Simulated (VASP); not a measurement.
# Ta (Im-3m) in VASP: further runs

One crystal, Ta, is run at these levels: PBE; tasks: relaxation of cell and atoms.

Everything below comes from runs of VASP 6.6.1. Logs are shortened: lines on timing, memory, paths and dates and some standing lists are left out, and cuts for length are marked.

**1. The structure**

The structure is cubic, space group Im-3m (No. 229). The conventional cell has a = 3.303 Å, b = 3.303 Å, c = 3.303 Å, α = 90.00°, β = 90.00°, γ = 90.00°. Ta (site symmetry m-3m) has 8 Ta at 2.86 Å as nearest neighbours.

**2. Relaxation of cell and atoms, PBE**

INCAR reads:

```
ALGO = Normal ; AMIX = 0.2
EDIFF = 1E-7 ; EDIFFG = -0.002
ENCUT = 520 ; GGA = PE
IBRION = 2 ; ISIF = 3
ISMEAR = 0 ; LASPH = True
LCHARG = False ; LREAL = False
LWAVE = False ; NELM = 80
NSW = 80 ; PREC = Accurate
SIGMA = 0.1
```

KPOINTS reads:

```
k-points
0
Gamma
  18 18 18
```

POSCAR reads:

```
Ta
1.0
   -1.6512800000      1.6512800000      1.6512800000
    1.6512800000     -1.6512800000      1.6512800000
    1.6512800000      1.6512800000     -1.6512800000
Ta
1
Direct
    0.0000000000      0.0000000000      0.0000000000
```

Potentials or basis: VASP PAW PBE potentials, release 64 (Ta_pv).

The run is started by

```console
$ cat potpaw_PBE.64/Ta_pv/POTCAR > POTCAR
$ mpirun -np 1 vasp_std > vasp.out
```

OUTCAR:

```text
AMIX = 0.2
   EDIFF = 1E-7
   EDIFFG = -0.002
   ENCUT = 520
   GGA = PE
   IBRION = 2
   ISIF = 3
   ISMEAR = 0
   LASPH = True
   LREAL = False
   NELM = 80
   NSW = 80
   PREC = Accurate

 ion  position               nearest neighbor table
   1  0.000  0.000  0.000-

  LATTYP: Found a body centered cubic cell.
 ALAT       =     3.3025600000

  Lattice vectors:

 A1 = (  -1.6512800000,   1.6512800000,   1.6512800000)
 A2 = (   1.6512800000,  -1.6512800000,   1.6512800000)
 A3 = (   1.6512800000,   1.6512800000,  -1.6512800000)

Analysis of symmetry for initial positions (statically):
=====================================================================
 Subroutine PRICEL returns:
 Original cell was already a primitive cell.

 Routine SETGRP: Setting up the symmetry group for a
 body centered cubic supercell.

 Subroutine GETGRP returns: Found 48 space group operations
 (whereof 48 operations were pure point group operations)
 out of a pool of 48 trial point group operations.

The static configuration has the point symmetry O_h .

Analysis of symmetry for dynamics (positions and initial velocities):
=====================================================================
 Subroutine PRICEL returns:
 Original cell was already a primitive cell.

 Routine SETGRP: Setting up the symmetry group for a
 body centered cubic supercell.

 Subroutine GETGRP returns: Found 48 space group operations
 (whereof 48 operations were pure point group operations)
 out of a pool of 48 trial point group operations.

The dynamic configuration has the point symmetry O_h .

 Subroutine INISYM returns: Found 48 space group operations
 (whereof 48 operations are pure point group operations),
 and found     1 'primitive' translations

----------------------------------------------------------------------------------------

                                     Primitive cell

  volume of cell :      18.0104

  direct lattice vectors                    reciprocal lattice vectors
    -1.651280000  1.651280000  1.651280000     0.000000000  0.302795407  0.302795407
     1.651280000 -1.651280000  1.651280000     0.302795407  0.000000000  0.302795407
     1.651280000  1.651280000 -1.651280000     0.302795407  0.302795407  0.000000000

  length of vectors
     2.860100858  2.860100858  2.860100858     0.428217371  0.428217371  0.428217371

  position of ions in fractional coordinates (direct lattice)
     0.000000000  0.000000000  0.000000000

  ion indices of the primitive-cell ions
   primitive index   ion index
                 1           1

----------------------------------------------------------------------------------------

 KPOINTS: k-points

Automatic generation of k-mesh.
 Grid dimensions read from file:
 generate k-points for:   18   18   18

 Generating k-lattice:

  Cartesian coordinates                     Fractional coordinates (reciprocal lattice)
     0.000000000  0.016821967  0.016821967     0.055555556  0.000000000  0.000000000
     0.016821967  0.000000000  0.016821967     0.000000000  0.055555556  0.000000000
     0.016821967  0.016821967  0.000000000     0.000000000  0.000000000  0.055555556

  Length of vectors
     0.023789854  0.023789854  0.023789854

  Shift w.r.t. Gamma in fractional coordinates (k-lattice)
     0.000000000  0.000000000  0.000000000

 Subroutine IBZKPT returns following result:
 ===========================================

 Found    195 irreducible k-points:

 Following reciprocal coordinates:
            Coordinates               Weight
  0.000000  0.000000  0.000000      1.000000
  0.055556  0.000000  0.000000     12.000000
  0.111111  0.000000  0.000000     12.000000
  0.166667  0.000000  0.000000     12.000000
  0.222222  0.000000  0.000000     12.000000
  0.277778  0.000000  0.000000     12.000000
[... 16 lines left out ...]
  0.333333  0.111111  0.000000     48.000000
  0.388889  0.111111  0.000000     48.000000
 [... further k-points ...]
   k-points           NKPTS =    195   k-points in BZ     NKDIM =    195   number of bands    NBANDS=      9
   number of dos      NEDOS =    301   number of ions     NIONS =      1
   total plane-waves  NPLWV =  13824
   dimension x,y,z NGX =    24 NGY =   24 NGZ =   24
   dimension x,y,z NGXF=    48 NGYF=   48 NGZF=   48
   ions per type =               1
   NGX,Y,Z   is equivalent  to a cutoff of  13.95, 13.95, 13.95 a.u.
   NGXF,Y,Z  is equivalent  to a cutoff of  27.90, 27.90, 27.90 a.u.
 SYSTEM =  unknown system
   PREC   = accura    normal or accurate (medium, high low for compatibility)
   ISTART =      0    job   : 0-new  1-cont  2-samecut
   ICHARG =      2    charge: 1-file 2-atom 10-const
   ISPIN  =      1    spin polarized calculation?
   LNONCOLLINEAR =      F non collinear calculations
   LSORBIT =      F    spin-orbit coupling
   LASPH  =      T    aspherical Exc in radial PAW
   ENCUT  =  520.0 eV  38.22 Ry    6.18 a.u.   5.32  5.32  5.32*2*pi/ulx,y,z
   NELM   =     80;   NELMIN=  2; NELMDL= -5     # of ELM steps
   EDIFF  = 0.1E-06   stopping-criterion for ELM
   LREAL  =      F    real-space projection
   EDIFFG = -.2E-02   stopping-criterion for IOM
   NSW    =     80    number of steps for IOM
   IBRION =      2    ionic relax: 0-MD 1-quasi-New 2-CG
   NFREE  =      1    steps in history (QN), initial steepest desc. (CG)
   ISIF   =      3    stress and relaxation
   ISYM   =      2    0-nonsym 1-usesym 2-fastsym
   POTIM  = 0.5000    time-step for ionic-motion
   TEBEG  =    0.0;   TEEND  =   0.0 temperature during run
   PSTRESS=    0.0 pullay stress
   NELECT =      11.0000    total number of electrons
   NUPDOWN=      -1.0000    fix difference up-down
   EMIN   =  10.00;   EMAX   =-10.00  energy-range for DOS
   EFERMI =   0.00;   METHOD = LEGACY
   ISMEAR =     0;   SIGMA  =   0.10  broadening in eV -4-tet -1-fermi 0-gaus
   EFERMI_NEDOS =   21; number of points for ismear=-14 and -15
   IALGO  =     38    algorithm
   IMIX   =      4    mixing-type and parameters
     AMIX     =   0.20;   BMIX     =  1.00
     AMIX_MAG =   0.80;   BMIX_MAG =  1.00
  volume/ion in A,a.u.               =      18.01       121.54
  Fermi-wavevector in a.u.,A,eV,Ry     =   1.388988  2.624806 26.249534  1.929286
  Thomas-Fermi vector in A             =   2.513061
   LORBIT       =      0    0 simple, 1 ext, 2 COOP (PROOUT), +10 PAW based schemes
   GGA     = PE    functional components
   LHFCALC =     F    Hartree Fock is set to
   AEXX    =    0.0000 exact exchange contribution
   IVDW    =     0    specifies the selected vdW correction
   LEPSILON=     F    determine dielectric tensor
   LRPA    =     F    only Hartree local field effects (RPA)
 conjugate gradient relaxation of ions
 non-spin polarized calculation
 Gauss-broadening in eV      SIGMA  =   0.10
  energy-cutoff  :      520.00
  volume of cell :       18.01
 maximum number of plane-waves:       498
 NGX is ok and might be reduce to    24
   NGX = 11   NGY = 11   NGZ = 11

--------------------------------------- Ionic step        1  -------------------------------------------

 number of electron      11.0000002 magnetization

 Free energy of the ion-electron system (eV)
  ---------------------------------------------------
  ext. energy  EPLUGINS =         0.00000000
  ---------------------------------------------------
  free energy    TOTEN  =       -11.81363498 eV

  energy without entropy =      -11.80757941  energy(sigma->0) =      -11.81060719

------------------------ aborting loop because EDIFF is reached ----------------------------------------

  FORCE on cell =-STRESS in cart. coord.  units (eV):
  Direction    XX          YY          ZZ          XY          YZ          ZX
  --------------------------------------------------------------------------------------
  -------------------------------------------------------------------------------------
  Total        0.3433620      0.3433620      0.3433620     -0.0000000     -0.0000000     -0.0000000
  in kB       30.5450355     30.5450355     30.5450355     -0.0000000     -0.0000000     -0.0000000
  external PRESSURE =      30.5450355 kB  Pullay stress =       0.0000000 kB
[... 86 lines left out ...]
  FREE ENERGIE OF THE ION-ELECTRON SYSTEM (eV)
  ---------------------------------------------------
  free  energy   TOTEN  =       -11.8162245312 eV

  energy  without entropy=      -11.8101363329  energy(sigma->0) =      -11.81318043

[... ionic steps 4 to 13 ...]

--------------------------------------- Ionic step       14  -------------------------------------------

 number of electron      11.0000001 magnetization

------------------------ aborting loop because EDIFF is reached ----------------------------------------

  FORCE on cell =-STRESS in cart. coord.  units (eV):
  Direction    XX          YY          ZZ          XY          YZ          ZX
  --------------------------------------------------------------------------------------
  -------------------------------------------------------------------------------------
  Total        0.0041492      0.0041492      0.0041492      0.0000000      0.0000000     -0.0000000
  in kB        0.3635744      0.3635744      0.3635744      0.0000000      0.0000000     -0.0000000
  external PRESSURE =       0.3635744 kB  Pullay stress =       0.0000000 kB
[... 55 lines left out ...]
  energy  without entropy=      -11.8101371837  energy(sigma->0) =      -11.81318106

--------------------------------------- Ionic step       16  -------------------------------------------

 number of electron      11.0000001 magnetization

 Free energy of the ion-electron system (eV)
  ---------------------------------------------------
  ext. energy  EPLUGINS =         0.00000000
  ---------------------------------------------------
  free energy    TOTEN  =       -11.81622492 eV

  energy without entropy =      -11.81013710  energy(sigma->0) =      -11.81318101

 E-fermi :   5.3743     XC(G=0): -12.5407

 val. band max:        5.3538778597   @ k =   0.1111   0.1111   0.0000
 cond. band min:       5.3759842223   @ k =   0.3333   0.1667   0.0556
 fundamental gap:      0.0221063627
 Fermi energy:         5.3742841550

 k-point     1 :       0.0000    0.0000    0.0000
  band No.  band energies     occupation
      1     -27.7664      2.00000
      2     -27.7664      2.00000
      3     -27.7664      2.00000
      4      -2.4937      2.00000
      5       6.0993      0.00000
      6       6.0993      0.00000
      7       6.0993      0.00000
      8       9.3189      0.00000
      9       9.3189      0.00000
[... 265 lines left out ...]
 k-point    24 :       0.3889    0.1111    0.0000
  band No.  band energies     occupation
      1     -28.8136      2.00000
      2     -28.1583      2.00000
      3     -27.8220      2.00000
      4       1.4375      2.00000
      5       3.9828      2.00000
      6       5.9797      0.00000
      7       9.0647      0.00000
      8      10.3310      0.00000
      9      13.1158      0.00000

 [... further k-points ...]

------------------------ aborting loop because EDIFF is reached ----------------------------------------

  FORCE on cell =-STRESS in cart. coord.  units (eV):
  Direction    XX          YY          ZZ          XY          YZ          ZX
  --------------------------------------------------------------------------------------
  -------------------------------------------------------------------------------------
  Total        0.0009313      0.0009313      0.0009313      0.0000000     -0.0000000      0.0000000
  in kB        0.0815998      0.0815998      0.0815998      0.0000000     -0.0000000      0.0000000
  external PRESSURE =       0.0815998 kB  Pullay stress =       0.0000000 kB
[... 16 lines left out ...]
  FREE ENERGIE OF THE ION-ELECTRON SYSTEM (eV)
  ---------------------------------------------------
  free  energy   TOTEN  =       -11.8162249234 eV

  energy  without entropy=      -11.8101370958  energy(sigma->0) =      -11.81318101

 reached required accuracy - stopping structural energy minimisation
```

Run time: 68 s. Hardware: 1 thread of Intel Xeon Platinum 8488C (Sapphire Rapids), shared host; peak memory 0.17 GiB.

What came out:

* Free energy: -11.8162 eV
* Relaxed volume: 18.29 Å³/atom
* Relaxed cell: a = 2.875 Å, b = 2.875 Å, c = 2.875 Å, α = 109.47°, β = 109.47°, γ = 109.47°
* Space group after relaxing (to 0.05 Å): Im-3m (No. 229)
* Energy gained by relaxing: 2.6 meV/atom
* Ionic steps: 16
* Pressure after relaxing: 0.0 GPa
* Band gap on the k mesh: none (metal or under the smearing width)

The path:
```tsv
step	energy change (eV)	largest force (eV/Å)	pressure (GPa)	volume (Å³)
1	0.0000	0.0000	3.05	18.01
2	0.0101	0.0000	-6.25	18.92
3	-0.0026	0.0000	-0.03	18.29
4	-0.0026	0.0000	0.03	18.28
5	-0.0026	0.0000	0.03	18.28
6	-0.0026	0.0000	0.04	18.28
7	-0.0026	0.0000	0.03	18.28
8	-0.0026	0.0000	0.03	18.28
9	-0.0026	0.0000	0.03	18.28
10	-0.0026	0.0000	0.03	18.28
11	-0.0026	0.0000	0.03	18.28
12	-0.0026	0.0000	0.03	18.28
13	-0.0026	0.0000	0.03	18.28
14	-0.0026	0.0000	0.04	18.28
15	-0.0026	0.0000	0.04	18.29
16	-0.0026	0.0000	0.01	18.29
```

Final structure:
```
CELL_PARAMETERS angstrom
-1.65967 1.65967 1.65967
1.65967 -1.65967 1.65967
1.65967 1.65967 -1.65967
ATOMIC_POSITIONS crystal
Ta 0.00000 0.00000 0.00000
```

(Continued in part 2 of 2.)
